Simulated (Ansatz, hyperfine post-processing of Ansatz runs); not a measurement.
# Li3CrSiCO7: isotropic lines and sites in a paramagnetic 7Li spectrum

Calculated values: DFT, PBEsol+U, plane-wave PAW, default files (PAW set soft_2), collinear spin, scalar-relativistic (Ansatz), contact and point-dipole shifts scaled to 330 K with Θ = 0 K (a pure Curie law); spin-only moments, above the ordering temperature.

```cif
data_structure
_symmetry_space_group_name_H-M 'P 1'
_symmetry_Int_Tables_number 1
_cell_length_a 5.0458
_cell_length_b 6.4685
_cell_length_c 8.3082
_cell_angle_alpha 90.000
_cell_angle_beta 94.839
_cell_angle_gamma 90.000
_cell_volume 270.20
loop_
_atom_site_label
_atom_site_type_symbol
_atom_site_fract_x
_atom_site_fract_y
_atom_site_fract_z
_atom_site_occupancy
Cr1 Cr 0.80117 0.50000 0.67816 1
Cr2 Cr 0.19883 0.00000 0.32184 1
Si3 Si 0.28051 0.50000 0.42193 1
Si4 Si 0.71949 0.00000 0.57807 1
O5 O 0.17743 0.69439 0.30493 1
O6 O 0.17743 0.30561 0.30493 1
O7 O 0.82257 0.19439 0.69508 1
O8 O 0.82257 0.80561 0.69508 1
O9 O 0.84563 0.00000 0.40391 1
O10 O 0.15437 0.50000 0.59609 1
O11 O 0.60897 0.50000 0.45629 1
O12 O 0.39103 0.00000 0.54372 1
O13 O 0.48330 0.00000 0.15855 1
O14 O 0.51670 0.50000 0.84145 1
O15 O 0.06074 0.00000 0.07399 1
O16 O 0.93925 0.50000 0.92601 1
O17 O 0.63083 0.50000 0.10925 1
O18 O 0.36916 0.00000 0.89075 1
C19 C 0.30552 0.00000 0.03615 1
C20 C 0.69447 0.50000 0.96385 1
Li21 Li 0.76074 0.71786 0.29401 1
Li22 Li 0.76074 0.28214 0.29401 1
Li23 Li 0.23926 0.21787 0.70599 1
Li24 Li 0.23926 0.78213 0.70599 1
Li25 Li 0.21759 0.50000 0.10954 1
Li26 Li 0.78240 0.00000 0.89046 1
```

7Li MAS at 7.05 T (116.7 MHz), 60 kHz, 330 K; contact and dipolar shift alone, no orbital or quadrupolar part; lines under 1.5 % of the strongest are left out. NMR lines, with heights relative to the strongest:

| position (ppm) | intensity |
| --- | --- |
| -456.7 | 1.6 |
| -318.3 | 6.9 |
| 57.6 | 53 |
| 196.0 | 100 |
| 571.8 | 2.0 |
| 710.3 | 5.9 |

Q: Find the isotropic shifts among the lines and assign them to the Li sites.

Sidebands are spaced by 514 ppm (the spinning rate over the resonance of 116.7 MHz). An isotropic line need not be the tallest: it is the area-weighted centre of its own family of sidebands, and the one that stays put when the rate is changed. Isotropic shifts: 196 ppm for atom 21 and the 3 atoms equivalent to it (3 Cr through links of 89 to 96° (3) and 114° (1)), reduced anisotropy 465 ppm; 58 ppm for atom 25 and the 1 atom equivalent to it (3 Cr through links of 131° (2) and 154° (1)), reduced anisotropy -362 ppm. The families' total areas stand as 2:1, which settles the match.

[Logs are printed without paths, hosts, clocks, repeated set-up lines and the standing remarks that a program may print on its own settings, such as how far it seeks lower states.]

[Hosts, paths, dates, database ids (printed as entryN), source tags and the programs' standing remarks are cut or masked in the printed files.]
